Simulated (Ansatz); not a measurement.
# CsPbCl3 (model cell, started as cubic perovskite with Pb in the octahedra): a soft mode frozen in, part 2 of 2

Wanted: the energy along a soft mode of CsPbCl3 (model cell, started as cubic perovskite with Pb in the octahedra) and the structure at the end.

Ansatz 0.2.0; DFT PBEsol, scalar-relativistic, plane waves, PAW; PAW set soft_1.

So far. Step 5 (Energy along the mode, all amplitudes (two of the runs …): The lowest of the steps tried is the last one, at 0.6 Å, 10.2 meV/atom below the parent; the bottom of the well need not coincide with a step. Step 7 (The new phase in its own primitive cell): The largest force component left is 0.34 meV/Å and the pressure is 0.001 GPa, within the tolerances set. The cell now holds 34.58 Å³/atom. The relaxed cell has a, b, c = 7.817, 11.067, 7.995 Å (conventional setting).

## 8. Modes of the new phase, k-mesh 6×6×6

A relaxed structure may still be a saddle point, so its zone-centre modes are computed. The response to a homogeneous field gives the Born charges and the dielectric tensor.

The input, input.yaml:

```yaml
crystal:
  lattice:
    - [-3.9086012444, 5.5332781271, 3.9976941485]
    - [3.9086012444, -5.5332781271, 3.9976941485]
    - [3.9086012444, 5.5332781271, -3.9976941485]
  atoms:
    - { symbol: Cs, position: [0.7616211591, 0.0116211591, 0.75] }
    - { symbol: Cs, position: [0.2383788409, 0.9883788409, 0.25] }
    - { symbol: Pb, position: [0.0, 0.5, 0.5] }
    - { symbol: Pb, position: [0.5, 0.5, 0.0] }
    - { symbol: Cl, position: [0.6687777983, 0.4187777983, 0.25] }
    - { symbol: Cl, position: [0.3312222017, 0.5812222017, 0.75] }
    - { symbol: Cl, position: [0.7955010658, 0.5, 0.7955010658] }
    - { symbol: Cl, position: [0.2044989342, 0.5, 0.2044989342] }
    - { symbol: Cl, position: [0.7955010658, 0.0, 0.2955010658] }
    - { symbol: Cl, position: [0.2044989342, 0.0, 0.7044989342] }
kpoints:
  mp_grid: { grid: [6, 6, 6] }
hamiltonian:
  xc: pbesol
  pseudopotentials: { kind: paw, azcp: { folder: soft_1 }, xc_functional: pbe }
scf:
  occupations: { method: fixed }
output:
  eigenvalues: true
phonons:
  method: dfpt
  dielectric: true
  rigid_motions: translations
```

Command:

```console
> ansatz run input.yaml --threads 4 --pin off --max-ram 16384MiB --backend cpu --events-out ev --progress --plain --runs-dir out
```

Wall time 26 min (4 threads of Arm Neoverse V1, shared host); peak memory 8.7 GiB.

Numbers from this step:

| Property | Result |
| --- | --- |
| sum-rule residual before enforcement | 1.45e-4 eV/Å² |
| miss of the charge sum rule | 0.01974 e |
| estimated error of the dielectric tensor | 0.01347 |
| estimated error of the Born charges | 0.02307 e |
| point group | mmm |
| highest optical mode at the zone centre (no LO-TO term) | 246.2 cm⁻¹ |
| lowest optical zone-centre mode | -13.95 cm⁻¹ |
| mean high-frequency dielectric constant | 3.892 |
| largest Born charge (third of the trace) | 3.789 e |
| top of the zone-centre spectrum with the field | 246.2 cm⁻¹ |

Without the LO-TO term. Patterns of degenerate modes are one choice out of their space. The modes at Γ (shares of kinetic energy by element, %) (negative means imaginary):

```
mode  frequency (cm⁻¹)  symmetry  Cs %  Pb %  Cl %
   1             -13.9       B2g    32     0    68
   2               0.0  acoustic    30    46    24
   3               0.0  acoustic    30    46    24
   4               0.0  acoustic    30    46    24
   5               1.4       B3u    35     4    61
   6              39.7       B3g   100     0     0
   7              41.0       B2u    64    32     4
   8              43.1       B1g     0     0   100
   9              44.5       B2g    68     0    32
  10              46.3       B1u    54    40     5
  11              48.4        Ag    96     0     4
  12              49.2       B3u    28    33    39
  13              57.1        Au     0    11    89
  14              63.6       B2u     6    25    69
  15              64.5       B3u     7     2    91
  16              72.4        Ag     3     0    97
  17              76.5       B1u    10    18    72
  18              77.5       B1u     4    39    57
  19              88.0       B2g     0     0   100
  20              95.1        Au     0    89    11
  21              95.4       B3g     0     0   100
  22              98.8       B2u     0    78    22
  23             106.0       B1u     2    46    53
  24             108.4        Ag     2     0    98
  25             110.8       B2u     0    18    82
  26             114.5       B3u     0    15    85
  27             119.8       B1u     0    11    89
  28             200.3       B3g     0     0   100
  29             201.6       B1g     0     0   100
  30             246.2       B3g     0     0   100
```

Displacements in mode 1 (-13.9 cm⁻¹), the largest set to 1:
```
Cs1  0.41  0.00  0.00
Cs2 -0.41  0.00  0.00
Pb3  0.00  0.00  0.00
Pb4  0.00  0.00  0.00
Cl5 -1.00  0.00  0.00
Cl6  1.00  0.00  0.00
Cl7  0.00 -0.42  0.00
Cl8  0.00  0.42  0.00
Cl9  0.00  0.42  0.00
Cl10 0.00 -0.42  0.00
```

Displacements in mode 8 (43.1 cm⁻¹), the largest set to 1:
```
Cs1  0.00  0.00  0.00
Cs2  0.00  0.00  0.00
Pb3  0.00  0.00  0.00
Pb4  0.00  0.00  0.00
Cl5  0.00  0.00  0.00
Cl6  0.00  0.00  0.00
Cl7 -1.00  0.00 -0.98
Cl8  1.00  0.00  0.98
Cl9 -1.00  0.00  0.98
Cl10 1.00  0.00 -0.98
```

Optical modes at the zone centre, without and with the macroscopic field of the longitudinal modes; each column is sorted by frequency, so a row need not hold one and the same mode. Modes with and without the field, by row:

```
rank among optical modes  no field (cm⁻¹)  q along (1, 0, 0) (cm⁻¹)  q along (0, 1, 0) (cm⁻¹)  q along (0, 0, 1) (cm⁻¹)
                       1            -13.9                     -13.9                     -13.9                     -13.9
                       2              1.4                      20.2                       1.4                       1.4
                       3             39.7                      39.7                      39.7                      39.7
                       4               41                        41                      41.6                        41
                       5             43.1                      43.1                      43.1                      43.1
                       6             44.5                      44.5                      44.5                      44.5
                       7             46.3                      46.3                      46.3                      46.4
                       8             48.4                      48.4                      48.4                      48.4
                       9             49.2                      49.3                      49.2                      49.2
                      10             57.1                      57.1                      57.1                      57.1
                      11             63.6                      63.6                      64.5                      63.6
                      12             64.5                      65.5                      68.8                      64.5
                      13             72.4                      72.4                      72.4                      72.4
                      14             76.5                      76.5                      76.5                      77.5
                      15             77.5                      77.5                      77.5                      85.7
                      16               88                        88                        88                        88
                      17             95.1                      95.1                      95.1                      95.1
                      18             95.4                      95.4                      95.4                      95.4
                      19             98.8                      98.8                      98.8                      98.8
                      20              106                       106                       106                     106.1
                      21            108.4                     108.4                     108.4                     108.4
                      22            110.8                     110.8                     114.5                     110.8
                      23            114.5                     119.8                     119.8                     114.5
                      24            119.8                     200.3                     200.3                     200.3
                      25            200.3                     201.6                     201.6                     201.6
                      26            201.6                     215.4                     213.8                     218.8
                      27            246.2                     246.2                     246.2                     246.2
```

Born charge (rows field, columns displacement) (e), principal values of the symmetric part by kind of site:

```
atom  atoms with these values    low  middle   high   mean
 Cs1                        2   1.26    1.29   1.36   1.30
 Pb3                        2   3.66    3.73   3.98   3.79
 Cl5                        2  -3.50   -0.86  -0.71  -1.69
 Cl7                        4  -3.56   -0.78  -0.77  -1.70
```

In full for Cl7:

```
-2.12  0.00  1.42
 0.00 -0.78  0.00
 1.36  0.00 -2.20
```

High-frequency dielectric tensor:

```
3.87 0.00 0.00
0.00 3.85 0.00
0.00 0.00 3.96
```

Transverse modes; imaginary modes are left out. Lines of the infrared spectrum (strongest = 100):

```
position (cm⁻¹)  lines merged  relative intensity
              1             1                 4.7
             40             1                 0.0
             41             1                 0.9
             43             1                 0.0
             44             1                 0.0
             46             1                 0.0
             48             1                 0.0
             49             1                 0.2
             57             1                 0.0
             64             2                  12
             72             1                 0.0
             76             1                  23
             78             1                 0.4
             88             1                 0.0
             95             2                 0.0
             99             1                 0.8
            106             1                 0.8
            108             1                 0.0
            111             1                  95
            114             1                 100
            120             1                  88
            200             1                 0.0
            202             1                 0.0
            246             1                 0.0
```

Before it was imposed, the acoustic sum rule was missed by 1.5e-4 eV/Å² and the charge sum rule by 0.020 e. Small misses are needed for a sound result but don't prove that mesh and cutoff are converged. The lowest optical mode is imaginary, 13.9i cm⁻¹, so the energy falls along it.

## 9. Outcome

```
unstable mode of the parent                                                      : q = (-0.5, -0.5, -0.5), 48i cm⁻¹
depth at the lowest point sampled                                                : 10.2 meV/atom
largest atomic shift at that point                                               : 0.6 Å
space group reached (within 0.01 Å)                                              : Imma
energy gained over the parent (first relaxation, on the mesh of the frozen mode) : 14.0 meV/atom
volume per atom, phase reached                                                   : 34.6 Å³
gap on the k-mesh, phase reached                                                 : 2.21 eV
lowest optical zone-centre mode, phase reached                                   : -13.9 cm⁻¹
highest optical mode at the zone centre (no LO-TO term), phase reached           : 246 cm⁻¹
```

In words: Along this mode the structure falls into Imma, 14.0 meV/atom below the parent. At the parent's cell the well is 10.15 meV/atom deep on the steps tried, with its lowest point at a shift of 0.6 Å. That is the last step tried, so the steps alone don't bracket the bottom of the well. Relaxing atoms and cell changes the gain by +3.87 meV/atom against the lowest step (energies at zero smearing). The new phase still has an imaginary mode at the zone centre of its cell, so it is a saddle point on the way to a lower structure. Of the 4 patterns followed to their end from this parent, this one ends 0.503 meV/atom above the lowest, I4/mcm. Another end point lies within 1 meV/atom; how such a difference moves with mesh and cutoff was not tested. Each path keeps the symmetry of its pattern, so a lower phase may lie along a pattern not tried. Spin-orbit coupling is left out, which can matter for the heavy elements here. The PAW files were made for PBE and serve the other functionals too. The starting cell was built on a prototype and not taken from a measurement, so the phase need not exist.

[Logs are printed without paths, hosts, clocks, repeated set-up lines and the standing remarks that a program may print on its own settings, such as how far it seeks lower states.]

[Hosts, paths, dates, database ids (printed as entryN), source tags and the programs' standing remarks are cut or masked in the printed files.]
